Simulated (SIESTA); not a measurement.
# Cu under changes of volume

One of the cells (11.810 Å³/atom); the others are scaled copies at fixed shape and fractional positions:

```
Cu
1.0
     0.00000    1.80750    1.80750
     1.80750    0.00000    1.80750
     1.80750    1.80750    0.00000
Cu
1
Direct
  0.00000 0.00000 0.00000
```

| Item | Value |
| --- | --- |
| Program | SIESTA 5.4.2 |
| Functional | PBE |
| Potentials or basis | PseudoDojo 0.4 standard (PBE files) |
| Basis | TZP (energy shift 0.002 Ry) |
| Grid cutoff | 800 Ry |
| Energy shift | 0.002 Ry |
| k mesh | 13 × 13 × 13 |
| Occupations | fermi-dirac, width 0.05 eV |
| Spin | no spin polarisation |

| volume (Å³/atom) | energy over the lowest point (meV/atom) | pressure (GPa) |
| --- | --- | --- |
| 11.102 | 20.82 | 9.9 |
| 11.338 | ? | ? |
| 11.574 | 2.03 | 3.1 |
| 11.810 | 0.00 | -0.1 |
| 12.047 | 1.99 | -2.5 |
| 12.283 | 7.22 | -4.5 |
| 12.519 | 15.65 | -6.7 |

Question: What does the run at 11.338 Å³/atom give?

Answer: Energy over the lowest point 8.97 meV/atom; pressure 6.3 GPa.

Worked out: A Birch-Murnaghan fit of order 3 (a polynomial in V^(-2/3)) to the other rows has its minimum at 11.81 Å³/atom with B0 = V·E''(V) = 136 GPa and B' = 6.4. It gives 8.76 meV/atom at 11.338 Å³/atom, against the run's 8.97, and -dE/dV = 6.3 GPa, against 6.3.

Energies are extrapolated to zero smearing.

Caveats: semicore shells carry a single zeta, which can move pressures by several GPa and volumes by a few percent; the basis of atomic orbitals isn't converged, which shifts pressures, moduli and gaps.
